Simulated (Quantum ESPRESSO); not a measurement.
# Sr in Quantum ESPRESSO: the effect of functional

The system is Sr.

```
Sr
1.0
     0.00000    3.04235    3.04235
     3.04235    0.00000    3.04235
     3.04235    3.04235    0.00000
Sr
1
Direct
  0.00000 0.00000 0.00000
```

Alike in all runs:

- Program: Quantum ESPRESSO 7.5
- Task: band structure
- Potentials or basis: SG15 PBE 1.2
- Cutoff: 925 eV
- Density cutoff: 3701 eV
- k mesh: 8 × 8 × 8
- Occupations: fermi-dirac, width 0.05 eV
- Spin: no spin polarisation

```csv
functional,pressure (GPa)
LDA,?
PBEsol,-0.9
RPBE,0.3
AM05,-0.6
PW91,-0.4
BLYP,0.0
```

Question: What does the run with functional LDA give?

Answer: Pressure -1.6 GPa.

Caveats: the potentials were made for another functional, which shifts forces and pressure.

Runs at the PBE level aren't shown here.
